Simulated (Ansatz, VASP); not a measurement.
# NaCl: VASP beside Ansatz

```
Na Cl
1.0
     2.64367    2.64367    0.00000
    -2.64367    2.64367    0.00000
     0.00000    2.64367    2.64367
Na Cl
1 1
Cartesian
  0.0000 0.0000 0.0000
  0.0000 2.6437 0.0000
```

Alike in both runs: task single point; functional LDA; k mesh 8 × 8 × 8; no spin polarisation.

|  | VASP | Ansatz |
| --- | --- | --- |
| version | VASP 6.6.1 | Ansatz 0.2.0 |
| potentials or method | VASP PAW LDA potentials, release 64 (Na_pv, Cl), cutoff 520 eV | all-electron LAPW, scalar-relativistic |
| occupations | gaussian, width 0.01 eV | fixed |

VASP gave:

```
gap on the k mesh at the Fermi level (eV) : 5.54
pressure (GPa)                            : 4.1
```

Estimate Ansatz's values.

gap on the k mesh at the Fermi level (eV): 5.54; pressure (GPa): 4.0.

Ansatz ran all-electron here, so the differences hold the error of VASP's frozen core and of both bases.

A hybrid or GW would open this gap; LDA tends to underestimate it.
